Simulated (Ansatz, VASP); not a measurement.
This is a calculation of Rh for Ansatz 0.2.0.

The input input.yaml:

```yaml
crystal:
  lattice:
    - [0.0, 1.89785, 1.89785]
    - [1.89785, 0.0, 1.89785]
    - [1.89785, 1.89785, 0.0]
  atoms:
    - { symbol: Rh, position: [0.0, 0.0, 0.0] }
kpoints:
  mp_grid: { grid: [12, 12, 12] }
scf:
  occupations: { method: fermi_dirac, width: 0.05 }
hamiltonian:
  xc: pbesol
  pseudopotentials: { kind: all_electron, lapw: { basis_error: 0.001 } }
output:
  forces: true
  stress: true
relax:
  f_tol: 0.005
  max_steps: 60
  cell: {}
```

Potentials or basis: all-electron LAPW, scalar-relativistic.

Run with:

```bash
$ ansatz run input.yaml --threads 1 --pin off --max-ram 3072MiB --backend cpu --events-out ev --progress --plain --runs-dir out
```

**Question.** Translate it to VASP 6.6.1. Potentials there: VASP PAW PBE potentials, release 64 (Rh_pv).

**Answer.** As run (the cutoff follows the program's own potentials):

INCAR

```
PREC = Accurate
ENCUT = 600
EDIFF = 1E-6
ISMEAR = -1
SIGMA = 0.05
LREAL = False
LASPH = True
NELM = 80
ALGO = Normal
ISIF = 3
LWAVE = False
LCHARG = False
GGA = PS
IBRION = 2
NSW = 80
EDIFFG = -0.005
```

The input KPOINTS:

```
regular mesh
0
Gamma
  12 12 12
```

The input POSCAR:

```
Rh
1.0
    0.0000000000      1.8978500000      1.8978500000
    1.8978500000      0.0000000000      1.8978500000
    1.8978500000      1.8978500000      0.0000000000
Rh
1
Direct
    0.0000000000      0.0000000000      0.0000000000
```

Potentials or basis: VASP PAW PBE potentials, release 64 (Rh_pv).

Run with:

```sh
$ cat potpaw_PBE.64/Rh_pv/POTCAR > POTCAR
$ mpirun -np 1 vasp_std > vasp.out
```

Both were run:

|  | VASP | Ansatz | Ansatz less VASP |
| --- | --- | --- | --- |
| relaxed volume (Å³/atom) | 13.49 | 13.49 | +0.007 |
| relaxed cell length with the largest relative difference (Å) | 2.672 | 2.672 | +0.0004 |
| energy change over the relaxation (meV/atom) | -2 | -2 | +0.2 |

Ansatz ran all-electron here, so the differences hold the error of VASP's frozen core and of both bases.

Caveats: the PAW data sets were made with another functional, which shifts forces and pressure a little (VASP).
